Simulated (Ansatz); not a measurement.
**Relaxing Y**

Theory: DFT PBEsol, scalar-relativistic, plane waves, PAW (Ansatz). Settings: 420 eV cutoff, 14×14×10 k-mesh, Gaussian smearing of 0.10 eV, no spin polarisation.

What was changed: biaxial strain in the a-b plane, c and atoms relaxed: -2.0 %.

Command:

```bash
ansatz run input.yaml --threads 1 --pin off --max-ram 2560MiB --backend cpu --events-out ev --progress --plain --runs-dir out
```

Input:

```yaml
crystal:
  lattice:
    - [2.4387029086, 2.4387029086, 0.0]
    - [-2.4387029086, 2.4387029086, 0.0]
    - [0.0, 0.0, 5.036668048]
  atoms:
    - { symbol: "Y", position: [0.0, 0.0, 0.0] }
    - { symbol: "Y", position: [0.5, 0.5, 0.5] }
basis:
  ecutwfc: 420
kpoints:
  mp_grid: { grid: [14, 14, 10] }
hamiltonian:
  xc: pbesol
scf:
  occupations: { method: gaussian, width: 0.1 }
output:
  forces: true
  stress: true
  eigenvalues: true
relax:
  adjacent_minimum: "off"
  f_tol: 0.008
  max_steps: 40
  cell: { stress_tol: 0.015, fix: [a, b, gamma] }
```

F is the free energy. Steps run on the plane waves of an earlier cell, but the last one, and at times one on the way, on a freshly chosen basis, so a repeated geometry can differ a little in energy. The held parts of the cell keep their stress, so P needn't end at zero.

Steps:

```
step F − F(1) (eV) largest force component (eV/Å) V (Å³/atom) P (GPa)
   1         0.0000                           0.000       29.954     1.23
   2        -0.0007                           0.000       30.137     0.95
   3        -0.0008                           0.000       30.189     0.88
   4        -0.0008                           0.000       30.189     0.88
```

Relaxed structure:

```cif
data_structure
_symmetry_space_group_name_H-M 'P 1'
_symmetry_Int_Tables_number 1
_cell_length_a 3.4488
_cell_length_b 3.4488
_cell_length_c 5.0761
_cell_angle_alpha 90.000
_cell_angle_beta 90.000
_cell_angle_gamma 90.000
_cell_volume 60.38
loop_
_atom_site_label
_atom_site_type_symbol
_atom_site_fract_x
_atom_site_fract_y
_atom_site_fract_z
_atom_site_occupancy
Y1 Y 0.00000 0.00000 0.00000 1
Y2 Y 0.50000 0.50000 0.50000 1
```

It takes space group I4/mmm (No. 139, tetragonal). The conventional cell has a = 3.449 Å, b = 3.449 Å, c = 5.076 Å, α = 90.00°, β = 90.00°, γ = 90.00°. Y (site symmetry 4/mmm) has 12 Y at 3.45 to 3.52 Å as nearest neighbours.

The run converged. Time: 34 s on 1 thread of Arm Neoverse V1, with other jobs on the host, peak memory 0.45 GiB.